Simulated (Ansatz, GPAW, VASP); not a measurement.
# C: programs and potentials compared

```
C
1.0
     0.00000    1.78337    1.78337
     1.78337    0.00000    1.78337
     1.78337    1.78337    0.00000
C
2
Direct
  0.75000 0.75000 0.75000
  0.50000 0.50000 0.50000
```

Alike in all runs: task single point; functional PBE; k mesh 13 × 13 × 13; occupations gaussian, width 0.024 eV; no spin polarisation; no spin-orbit coupling. Pressure is positive in compression and, in plane waves, holds the error of the finite cutoff.

| program and potentials | plane-wave cutoff (eV) | notes | pressure (GPa) |
| --- | --- | --- | --- |
| VASP, PBE PAW files C, 520 eV | 520 | - | 2.46 |
| GPAW, GPAW PAW data sets (gpaw-data 1.2.1) | 800 | - | 1.42 |
| Ansatz, all-electron LAPW, scalar-relativistic | - | - | 1.75 |

The pressure spans 1.42 (GPAW, GPAW PAW data sets (gpaw-data 1.2.1)) to 2.46 GPa (VASP, PBE PAW files C, 520 eV), with all-electron results at 1.75.

The functional is the same throughout but for its coding, so the spread measures potentials, basis and numerics; runs on potential files found faulty are left out.
